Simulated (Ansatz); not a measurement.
NaCl in the zincblende structure, relaxed with r2SCAN: 8 runs in Ansatz, each a construction of maximally localised Wannier functions. The symmetry is F-43m (No. 216, cubic); a = 6.175 Å in the conventional setting, 29.43 Å³ an atom. Around Na lie 4 Cl at 2.67 Å; around Cl lie 4 Na at 2.67 Å. Simulation only: spin-unpolarised, and no claim that this is the phase found in nature.

```yaml
crystal:
  lattice:
    - [0.00000, 3.08727, 3.08727]
    - [3.08727, 0.00000, 3.08727]
    - [3.08727, 3.08727, 0.00000]
  atoms:
    - { symbol: Na, position: [0.00000, 0.00000, 0.00000] }
    - { symbol: Cl, position: [0.25000, 0.25000, 0.25000] }
```

Windows count from the top of the filled bands; a dash means that no such window was set (without an outer window there is no disentanglement). Rows marked drawn have settings drawn at random (some not listed).

```tsv
functional	SCF mesh	trial orbitals	functions	mesh	window (eV)	frozen (eV)	settings	Ω total (Å²)	Ω invariant (Å²)	largest spread (Å²)	least projectability	interpolation miss of the model's filled bands (eV, to the nearest computed level)
PBE	6×6×6	Cl s, Cl p	4	6×6×6	–	–	chosen	4.02	3.29	1.01	0.98	0.001
PBE	6×6×6	Cl s, Cl p	4	4×4×4	–	–	chosen	3.91	3.19	0.98	0.98	0.009
PBE	6×6×6	Cl p	3	6×6×6	–	–	chosen	4.02	4.00	1.34	0.98	0.001
r2SCAN	6×6×6	Cl s, Cl p	4	6×6×6	–	–	chosen	3.98	3.24	1.00	0.99	0.001
r2SCAN	6×6×6	Cl p	3	6×6×6	–	–	chosen	3.97	3.96	1.32	0.98	0.001
HSE06	6×6×6	Cl s, Cl p	4	6×6×6	–	–	chosen	3.95	3.21	0.99	0.99	–
PBE	6×6×6	Cl p (loose tolerance)	3	6×6×6	–	–	drawn	4.02	4.00	1.34	0.98	0.001
PBE	6×6×6	Cl s, Cl p (plain search)	4	6×6×6	–	–	drawn	4.85	3.29	1.34	0.98	0.001
```

A dash in the last column means that the miss wasn't evaluated.

For Cl s, Cl p with PBE the spread goes 3.91 Å² (4×4×4), 4.02 Å² (6×6×6): finite differences on a coarse mesh understate it.
